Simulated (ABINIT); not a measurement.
Runs of ABINIT 10.8.3 (patched build) on NiO. The structure is cubic, space group Fm-3m (No. 225). Conventional cell: a = 4.172 Å, b = 4.172 Å, c = 4.172 Å, α = 90.00°, β = 90.00°, γ = 90.00°. Ni (site symmetry m-3m) has 6 O at 2.09 Å as nearest neighbours. O (site symmetry m-3m) has 6 Ni at 2.09 Å as nearest neighbours. 

```tsv
task	level	k mesh	cutoff (eV)	fine-grid cutoff	gap on the mesh (eV)	pressure (GPa)	moment (μB)
band structure	WC	9 × 9 × 9	1333	2000.04 eV	none	-11.4	0.00
band structure	PW91	9 × 9 × 9	1333	2000.04 eV	none	-2.7	0.00
band structure	AM05	9 × 9 × 9	1333	2000.04 eV	none	-11.4	(a)
band structure	revPBE	9 × 9 × 9	1333	2000.04 eV	none	2.5	0.00
```

Alike in all rows: potentials or basis JTH PAW PBE v2.0; spin collinear, ferromagnetic start; cell as given; smearing fermi-dirac 0.05 eV.

Task: Fill in the values left out.

Result: (a) 0.44.

Caveats: small starting moments can end in a higher magnetic state in this program; the PAW data sets were made with another functional, which shifts forces and pressure a little; semilocal functionals often make such compounds metallic where correlation or magnetic order opens a gap, which also shifts bond lengths; a cell with one magnetic atom can't hold antiferromagnetic order, which such compounds often take (some runs).

A gap of «none» marks a metal or a gap under the smearing width.
